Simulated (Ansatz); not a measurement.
**How far is PAW off for HfN?**

```
Hf N
1.0
     0.00000    2.25586    2.25586
     2.25586    0.00000    2.25586
     2.25586    2.25586    0.00000
Hf N
1 1
Cartesian
  0.0000 0.0000 0.0000
  2.2559 2.2559 2.2559
```

Atoms are numbered in the order listed.

Structure from Materials Project entry mp-2828 (possibly hypothetical), not relaxed further.

Spin polarisation is left out, and whether a magnetic state lies lower isn't shown here.

No spin–orbit coupling, which matters for the heavy atoms here.

Methods: DFT, PBE, PAW with Ansatz's default frozen-core files, scalar-relativistic (Ansatz 0.2.0); DFT, PBE, all-electron PAW with datasets made for the crystal, scalar-relativistic (Ansatz 0.2.0); DFT, PBE, all-electron LAPW, scalar-relativistic (Ansatz 0.2.0).

For PAW: a Γ-centred 16×16×16 k mesh, Fermi–Dirac smearing of 0.05 eV, cutoff 420 eV, no spin polarisation. The crystal-made all-electron datasets (AE datasets) take a cutoff of 440 eV at this cell. LAPW targets a basis error of 0.5 meV/atom. The Ansatz runs share mesh, smearing and spin set-up. Plane-wave (PAW) pressures include the program's estimate of the Pulay term.

Stress and pressure are positive in compression.

Levels count from the Fermi level.

| quantity | PAW | AE datasets | LAPW |
| --- | --- | --- | --- |
| pressure (GPa) | 6.62 | 6.69 | 6.69 |
| highest filled level at X (eV) | -3.663 | -3.661 | -3.661 |
| lowest empty level at X (eV) | 4.096 | 4.092 | 4.092 |
| highest filled level at U (eV) | -0.854 | -0.854 | -0.854 |
| lowest empty level at U (eV) | 3.868 | 3.869 | 3.869 |
| highest filled level at Γ (eV) | -0.381 | -0.384 | -0.384 |

PAW's pressure differs from the LAPW value by -0.06 GPa.
